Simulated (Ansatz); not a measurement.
# ZrO2: the cost of one run

Method: DFT PBEsol, scalar-relativistic, plane waves, PAW, in Ansatz 0.2.0.

**1. Starting point**

It takes space group Fm-3m (No. 225, cubic). Conventional cell: a = 5.043 Å, b = 5.043 Å, c = 5.043 Å, α = 90.00°, β = 90.00°, γ = 90.00°. Around Zr (site symmetry m-3m) lie 8 O at 2.18 Å. Around O (site symmetry -43m) lie 4 Zr at 2.18 Å.

Structure file:

```cif
data_structure
_symmetry_space_group_name_H-M 'P 1'
_symmetry_Int_Tables_number 1
_cell_length_a 3.5658
_cell_length_b 3.5658
_cell_length_c 3.5658
_cell_angle_alpha 60.000
_cell_angle_beta 60.000
_cell_angle_gamma 60.000
_cell_volume 32.06
loop_
_atom_site_label
_atom_site_type_symbol
_atom_site_fract_x
_atom_site_fract_y
_atom_site_fract_z
_atom_site_occupancy
Zr1 Zr 0.00000 0.00000 0.00000 1
O1 O 0.25000 0.25000 0.25000 1
O2 O 0.75000 0.75000 0.75000 1
```

This is a trial structure built by rule; it need not be a known or stable form of this composition.

This is a trial structure, the fluorite prototype, and another one may lie lower.

**2. Seeking zero pressure, try 1**

The input, input.yaml:

```yaml
crystal:
  lattice:
    - [0.0, 2.5214040956, 2.5214040956]
    - [2.5214040956, 0.0, 2.5214040956]
    - [2.5214040956, 2.5214040956, 0.0]
  atoms:
    - { symbol: Zr, position: [0.0, 0.0, 0.0] }
    - { symbol: O, position: [0.25, 0.25, 0.25] }
    - { symbol: O, position: [0.75, 0.75, 0.75] }
basis:
  ecutwfc: 420
kpoints:
  mp_grid: { grid: [6, 6, 6] }
hamiltonian:
  xc: pbesol
scf:
  occupations: { method: gaussian, width: 0.05 }
output:
  forces: true
  stress: true
  eigenvalues: true
```

Launch:

```sh
$ ansatz run input.yaml --threads 1 --pin off --max-ram 1228MiB --backend cpu --events-out ev --progress --plain --runs-dir out
```

Q: Estimate wall time and peak memory on 1 thread of Arm Neoverse N1, shared host.

About 1.6 s, with a peak of 0.27 GiB.
